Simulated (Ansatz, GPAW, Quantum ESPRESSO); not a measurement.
**ZnS: programs and potentials compared**

```xyz
2
Lattice="0.0000 2.7020 2.7020 2.7020 0.0000 2.7020 2.7020 2.7020 0.0000" Properties=species:S:1:pos:R:3 pbc="T T T"
Zn    4.0530    4.0530    4.0530
S     0.0000    0.0000    0.0000
```

Alike in all runs: task single point; functional PBE; k mesh 9 × 9 × 9; occupations fermi-dirac, width 0.05 eV; no spin polarisation; no spin-orbit coupling. Pressure is positive in compression and, in plane waves, holds the error of the finite cutoff, which Ansatz's Pulay term estimates and takes out.

```csv
program and potentials,plane-wave cutoff (eV),notes,pressure (GPa)
"Ansatz, Ansatz PAW",500,9 valence electrons an atom on average,1.59
"GPAW, GPAW PAW data sets (gpaw-data 1.2.1)",600,9 valence electrons an atom on average,1.62
"Quantum ESPRESSO, SSSP 1.3 efficiency PBE",748,13 valence electrons an atom on average,1.67
```

The pressure spans 1.59 (Ansatz, Ansatz PAW) to 1.67 GPa (Quantum ESPRESSO, SSSP 1.3 efficiency PBE).

Differences between rows come from potentials, basis sets and numerical settings, since the functional is the same but for its coding. Runs on potential files found faulty are left out.
